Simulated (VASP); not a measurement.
Write an ASE script for VASP 6.6.1 that does the following.

* Task: single point
* Functional: PBE
* Potentials or basis: VASP PAW PBE potentials, release 64 (Li_sv)
* Cutoff: 520 eV
* k mesh: 10 × 10 × 10
* Occupations: gaussian, width 0.02 eV
* Spin: no spin polarisation
* Further INCAR settings: ALGO = Fast; EDIFF = 1.00e-07; NBANDS = 12

Li:

```xyz
3
Lattice="1.5505 0.8952 7.5883 -1.5505 0.8952 7.5883 0.0000 -1.7904 7.5883" Properties=species:S:1:pos:R:3 pbc="T T T"
Li    0.0000    0.0000   17.7111
Li    0.0000    0.0000    5.0538
Li    0.0000    0.0000    0.0000
```

This isn't the form of Li at room conditions, which is bcc.

These files were run (other wordings do the same):

run.py

```python
from ase.calculators.vasp import Vasp
from ase.dft.bandgap import bandgap
from ase.spacegroup import crystal

atoms = crystal(
    ['Li', 'Li'],
    basis=[[0.0, 0.0, 0.778], [0.0, 0.0, 0.0]],
    spacegroup=166,
    setting=1,
    cellpar=[3.101, 3.101, 22.7649, 90.0, 90.0, 120.0],
    primitive_cell=True,
)
calc = Vasp(
    directory='calc',
    xc='pbe',
    pp='PBE',
    setups='recommended',
    prec='Accurate',
    encut=520,
    ediff=1e-07,
    ismear=0,
    sigma=0.02,
    lreal=False,
    lasph=True,
    nelm=100,
    algo='Fast',
    isif=2,
    lwave=False,
    lcharg=False,
    kpts=[10, 10, 10],
    gamma=True,
    nbands=12,
)
atoms.calc = calc

print('energy (eV):', atoms.get_potential_energy())
print('free energy (eV):', atoms.get_potential_energy(force_consistent=True))
print('forces (eV/A):')
print(atoms.get_forces())
print('stress (eV/A^3, Voigt):', atoms.get_stress())
print('Fermi level (eV):', calc.get_fermi_level())
gap, top, bottom = bandgap(calc)
print('band gap (eV):', gap, 'from (spin, k, band)', top, 'to', bottom)
```

Potentials or basis: VASP PAW PBE potentials, release 64 (Li_sv).

Launch:

```bash
$ python run.py
```

Results of the run:

The largest force is 0.008 eV/Å. The band gap on the k mesh is none (metal or under the smearing width).

Run time: 6.1 min on 1 thread of AMD EPYC 9R45 (Zen 5), on a shared host, peak memory 0.42 GiB.
